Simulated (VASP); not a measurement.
Input of a VASP 6.6.1 run:

INCAR

```
ALGO     = Normal         # electronic algorithm
EDIFF    = 1E-7           # SCF threshold, eV
EDIFFG   = -0.005         # ionic threshold
ENCUT    = 520            # plane-wave cutoff, eV
GGA      = PE             # functional
IBRION   = 2              # ionic algorithm
ISIF     = 3              # what is computed and relaxed
ISMEAR   = 0              # smearing method
KPAR     = 2            
LASPH    = T              # aspherical terms in the spheres
LCHARG   = F              # write CHGCAR
LREAL    = F              # projectors in reciprocal space
LWAVE    = F              # write WAVECAR
NELM     = 120            # most SCF steps
NSW      = 60             # ionic steps
POTIM    = 0.3            # step
PREC     = Accurate       # precision mode
SIGMA    = 0.1            # smearing width, eV
```

KPOINTS

```
k-points
0
Gamma
  7 7 7
```

Contents of POSCAR:

```
Ga                                      
1.0
   -3.0520779683      3.0520779683      3.0520779683
    3.0520779683     -3.0520779683      3.0520779683
    3.0520779683      3.0520779683     -3.0520779683
  Ga            
     6
Direct
     0.2500000000000000    0.6250000000000000    0.3750000000000000
     0.3750000000000000    0.2500000000000000    0.6250000000000000
     0.7500000000000000    0.8750000000000000    0.1250000000000000
     0.1250000000000000    0.7500000000000000    0.8750000000000000
     0.6250000000000000    0.3750000000000000    0.2500000000000000
     0.8750000000000000    0.1250000000000000    0.7500000000000000
```

Potentials or basis: VASP PAW PBE potentials, release 64 (Ga_d).

The run is started by

```console
$ cat potpaw_PBE.64/Ga_d/POTCAR > POTCAR
$ mpirun -np 2 vasp_std > vasp.out
```

(1) What does it give for the band gap on the k mesh?

Results:

(1) none (metal or under the smearing width).

Caveat: the relaxation stopped at its first step, so nothing moved.
